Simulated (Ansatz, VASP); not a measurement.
# Two plane-wave programs on GaN

```xyz
2
Lattice="3.0233 0.0000 0.0000 -1.5117 2.6183 0.0000 0.0000 0.0000 2.9488" Properties=species:S:1:pos:R:3 pbc="T T T"
Ga    1.5117    0.8728    1.4744
N     0.0000    0.0000    0.0000
```

Change from the starting cell: species swapped into the WC type (P-6m2, No. 187).

Alike in both runs: task single point; functional PBE; k mesh 6 × 6 × 6; occupations gaussian, width 0.1 eV; no spin polarisation.

|  | VASP | Ansatz |
| --- | --- | --- |
| version | VASP 6.6.1 | Ansatz 0.2.0 |
| potentials or method | VASP PAW PBE potentials, release 64 (Ga_d, N) | scalar-relativistic, plane waves, PAW |
| plane-wave cutoff (eV) | 520 | 420 |
| valence electrons in the cell | 18 | 18 |

```csv
,VASP,Ansatz,Ansatz less VASP
gap on the k mesh at the Fermi level (eV),none,none,-
pressure (GPa),-15.4,-15.8,-0.40
largest component of the traceless stress (GPa),19.94,20.07,+0.125
```

A gap of «none» marks a metal or a gap that the smearing closes.

Caveats: the k mesh is coarse (spacing up to 0.40 Å⁻¹), so the values aren't converged; so large a pressure means that the cell lies far from this level's equilibrium, or that cutoff or potentials fall short (VASP).
